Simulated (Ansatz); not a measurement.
## Moving the pressure in TiSi2

The cell as given:

```cif
data_structure
_symmetry_space_group_name_H-M 'Immm'
_symmetry_Int_Tables_number 71
_cell_length_a 2.9457
_cell_length_b 3.4243
_cell_length_c 8.4242
_cell_angle_alpha 90.000
_cell_angle_beta 90.000
_cell_angle_gamma 90.000
_cell_volume 84.97
loop_
_atom_site_label
_atom_site_type_symbol
_atom_site_symmetry_multiplicity
_atom_site_Wyckoff_symbol
_atom_site_fract_x
_atom_site_fract_y
_atom_site_fract_z
_atom_site_occupancy
Ti1 Ti 2 a 0.00000 0.00000 0.00000 1
Si1 Si 4 i 0.00000 0.00000 0.67008 1
```

The cell comes from a database or a generator and needn't be the stable form of this composition.

Kept alike: task relaxation of cell and atoms; functional PBEsol; k mesh 12 × 12 × 12; occupations fermi-dirac, width 0.05 eV; no spin polarisation. Program: Ansatz, all-electron LAPW, scalar-relativistic. The mesh is that of the run's cell of 3 atoms. No spin-orbit coupling.

```csv
"pressure, P (GPa)",volume (Å³/atom)
0,13.813
5,13.379
10,13.009
20,12.397
```

The relaxations keep at least the cell's symmetry (Immm). Runs of this series that gave no sound value for these columns are left out. The runs follow the start's structure, whether or not it is the stable one at these pressures. P is the pressure aimed at, which the runs meet within some hundredths to tenths of a GPa.

The volume falls from 13.813 to 12.397 Å³/atom between 0 and 20 GPa. The volume falls ever more slowly, since the solid stiffens under load. At the pressures aimed at, which the runs meet within some tenths of a GPa, the step from 0 to 5 GPa gives a mean bulk modulus near 157 GPa, the last step 208 GPa.

The rise in mean bulk modulus from 157 GPa over the first step to 208 GPa over the last is the ordinary response of a dense intermetallic. Shorter contacts steepen the overlap repulsion between the atoms and raise the kinetic energy of the valence electrons, so each further reduction in volume costs more. The considerable stiffness at low pressure probably reflects hybridisation of Ti 3d with Si 3p states, the usual source of cohesion in transition-metal disilicides, along with close packing that leaves little open space to collapse.

The four volumes follow a smooth compression curve, with no sign of an abrupt volume collapse along this structural branch. That doesn't exclude a continuous internal change. The starting cell resembles an orthorhombically distorted MoSi2 type, and its two short axes could draw together under load without leaving a clear mark on the volume. The volumes alone therefore don't show whether the compression is anisotropic or whether the distortion survives relaxation.
